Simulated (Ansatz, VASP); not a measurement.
## Mg: VASP beside Ansatz

```xyz
1
Lattice="-1.4911 1.4911 1.4911 1.4911 -1.4911 1.4911 1.4911 1.4911 -1.4911" Properties=species:S:1:pos:R:3 pbc="T T T"
Mg    0.0000    0.0000    0.0000
```

Change from the starting cell: volume scaled by 1.03, PAW files.

Alike in both runs: task electric field gradients; functional PBEsol; k mesh 16 × 16 × 16; occupations fermi-dirac, width 0.05 eV; no spin polarisation.

|  | VASP | Ansatz |
| --- | --- | --- |
| version | VASP 6.6.1 | Ansatz 0.2.0 |
| potentials or method | VASP PAW PBE potentials, release 64 (Mg) | PAW with Ansatz's default frozen-core files, scalar-relativistic |
| plane-wave cutoff (eV) | 520 | 420 |
| valence electrons in the cell | 2 | 10 |

|  | VASP | Ansatz | Ansatz less VASP |
| --- | --- | --- | --- |
| pressure (GPa) | 54.9 | 53.8 | -1.14 |
| Vzz of the field gradient on the site that differs most (V/Å²) | 0.0 | 0.0 | 0.00 |

The two sets of potentials don't hold the same shells in valence.

Caveats: so large a pressure means that the cell lies far from this level's equilibrium, or that cutoff or potentials fall short (VASP); the potentials were made for another functional, which shifts forces and pressure (VASP).
